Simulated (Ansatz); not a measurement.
# How much do the gradients of ZnS with an S vacancy depend on the method?

Cell: a supercell of ZnS (space group P6_3mc) built from an entry of the Crystallography Open Database (COD), with the ions relaxed around the defect (PBE).

```
Zn S
1.0
     5.73405    3.31056    0.00000
    -5.73405    3.31056    0.00000
     0.00000    0.00000   12.52000
Zn S
12 11
Direct
  0.00083 0.00023 0.97805
  0.33415 0.66690 0.99852
  0.66748 0.33355 0.99852
  0.00077 0.00021 0.50344
  0.33402 0.66681 0.50201
  0.66737 0.33356 0.50201
  0.34896 0.34838 0.25644
  0.65157 0.00022 0.25658
  0.00080 0.65171 0.25649
  0.33519 0.00021 0.74861
  0.66633 0.66578 0.74862
  0.00075 0.33463 0.74861
  0.33402 0.66673 0.18578
  0.66741 0.33365 0.18578
  0.00075 0.00020 0.68919
  0.33408 0.66686 0.68806
  0.66742 0.33355 0.68806
  0.33178 0.33125 0.43902
  0.66962 0.00019 0.43907
  0.00072 0.66912 0.43904
  0.33672 0.00023 0.93871
  0.66492 0.66433 0.93872
  0.00082 0.33612 0.93872
```

Atoms are numbered from 1 in the order listed; like atoms form one site, named after its first atom.

First run. The numbers come from a DFT calculation in Ansatz (PBE, plane waves and PAW, scalar-relativistic, collinear spin, 420 eV cutoff, Γ-centred 3×3×2 k-points, Fermi–Dirac smearing 0.01 eV, cell charge +1). Start moments as typed (μB): 0.5 0 0 0 0 0 0.5 0.5 0.5 0 0 0 0 0 0 0 0 0 0 0 0 0 0 by atom.

```json
{"site": "Zn1", "atom": "1", "V_zz (10²¹ V/m²)": "12.79", "η": "0.00", "m (μB)": "0.01"}
{"site": "Zn2", "atom": "2", "V_zz (10²¹ V/m²)": "0.99", "η": "0.00", "m (μB)": "0.00"}
{"site": "Zn4", "atom": "4", "V_zz (10²¹ V/m²)": "-0.64", "η": "0.03", "m (μB)": "0.00"}
{"site": "Zn7", "atom": "7", "V_zz (10²¹ V/m²)": "9.57", "η": "0.25", "m (μB)": "0.02"}
{"site": "Zn8", "atom": "8", "V_zz (10²¹ V/m²)": "9.69", "η": "0.25", "m (μB)": "0.02"}
{"site": "Zn9", "atom": "9", "V_zz (10²¹ V/m²)": "9.61", "η": "0.25", "m (μB)": "0.02"}
{"site": "Zn10", "atom": "10", "V_zz (10²¹ V/m²)": "1.45", "η": "0.16", "m (μB)": "0.00"}
{"site": "S13", "atom": "13", "V_zz (10²¹ V/m²)": "-2.43", "η": "0.02", "m (μB)": "0.03"}
{"site": "S15", "atom": "15", "V_zz (10²¹ V/m²)": "0.56", "η": "0.00", "m (μB)": "0.00"}
{"site": "S16", "atom": "16", "V_zz (10²¹ V/m²)": "0.51", "η": "0.00", "m (μB)": "0.00"}
{"site": "S18", "atom": "18", "V_zz (10²¹ V/m²)": "2.33", "η": "0.10", "m (μB)": "0.01"}
{"site": "S19", "atom": "19", "V_zz (10²¹ V/m²)": "2.33", "η": "0.10", "m (μB)": "0.01"}
{"site": "S21", "atom": "21", "V_zz (10²¹ V/m²)": "1.60", "η": "0.00", "m (μB)": "0.01"}
{"site": "S22", "atom": "22", "V_zz (10²¹ V/m²)": "1.60", "η": "0.01", "m (μB)": "0.01"}
```

Second run. The same atoms and settings, except that the functional is r2SCAN and the cutoff is 500 eV.

Task: Given the first result, estimate the second.

Result: 

```csv
site,atom,V_zz,η,change of V_zz,m (μB)
Zn1,1,12.94,0.00,+0.15,0.01
Zn2,2,1.00,0.00,+0.01,0.00
Zn4,4,-0.66,0.03,-0.02,0.00
Zn7,7,9.46,0.26,-0.11,0.03
Zn8,8,9.60,0.25,-0.09,0.03
Zn9,9,9.51,0.26,-0.10,0.03
Zn10,10,1.50,0.16,+0.05,0.00
S13,13,-2.33,0.02,+0.10,0.04
S15,15,0.51,0.00,-0.05,0.00
S16,16,0.52,0.00,+0.01,0.00
S18,18,2.30,0.09,-0.03,0.01
S19,19,2.31,0.09,-0.02,0.01
S21,21,1.58,0.07,-0.02,0.01
S22,22,1.58,0.07,-0.02,0.01
```

The largest change of V_zz is on Zn1, from 12.79 to 12.94. In per cent, |V_zz| changes by -1 to +1 on Zn, -4 to -1 on S (all sites that start above 2). The table leaves out 1 of the 15 sites, with |V_zz| up to 0.67; their tensors move by 0.02 at most along any direction. The statements above cover all sites. The absolute magnetisation of the cell goes from 0.8 to 0.9 μB.

The defect repeats with the cell of 23 atoms, so it feels its images: sites between two images don't show the values beside a lone defect, and zeros or small values of η there can come from the images' arrangement. S and Zn carry a gradient in the pure host already, so the values there aren't the defect's effect alone. A uniform background compensates the cell's charge. The defect cell has no gap above 0.1 eV on its mesh, so the values can hang on the smearing and the k-mesh.
For the first run: The centre was started off its lattice site, so that it could distort.
For the second run: The program didn't check the stability of this electronic state in full, so a lower one may lie near. With these PAW files V_zz is typically within 2 to 3 % of all-electron values, but misses above 10 % occur on Zn.
